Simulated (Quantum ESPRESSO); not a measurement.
FeO in Quantum ESPRESSO: the effect of functional

FeO:

```
Fe O
1.0
     0.00000    2.15540    2.15540
     2.15540    0.00000    2.15540
     2.15540    2.15540    0.00000
Fe O
1 1
Direct
  0.00000 0.00000 0.00000
  0.50000 0.50000 0.50000
```

Alike in all runs:

- Program: Quantum ESPRESSO 7.5
- Task: phonons
- Cutoff: 1225 eV
- Density cutoff: 4898 eV
- k mesh: 4 × 4 × 4, shifted
- Occupations: fermi-dirac, width 0.05 eV
- Spin: collinear spin, ferromagnetic start
- Starting moments: [3.0, 0.0] μB

Each run relaxes the cell or the atoms first.

One run gave: relaxed volume 9.20 Å³/atom. Which functional did it use?
A. PBEsol
B. RPBE
C. LDA
D. BLYP
E. PBE

C.

| functional | potentials or basis | relaxed volume (Å³/atom) |
| --- | --- | --- |
| LDA | PseudoDojo 0.4.1 SR LDA standard | 9.20 |
| PBE | PseudoDojo 0.4.1 SR PBE standard | 9.96 |
| PBEsol | PseudoDojo 0.4.1 SR PBEsol standard | 9.54 |
| RPBE | PseudoDojo 0.4.1 SR PBE standard | 10.25 |
| PW91 | PseudoDojo 0.4.1 SR PBE standard | 9.93 |
| BLYP | PseudoDojo 0.4.1 SR PBE standard | 10.35 |

Caveats: all runs use coarse meshes; the mesh is thin for the phonons of a metal; a cell with one magnetic atom can't hold antiferromagnetic order, which such compounds often take; the potentials were made for another functional, which shifts forces and pressure (some runs); before the sum rule the acoustic modes lie tens of cm⁻¹ from zero, a sign that the density grid also shifts the optical modes (some runs); the acoustic modes lie far from zero, so the frequencies are unreliable (some runs); some modes are imaginary (some runs).
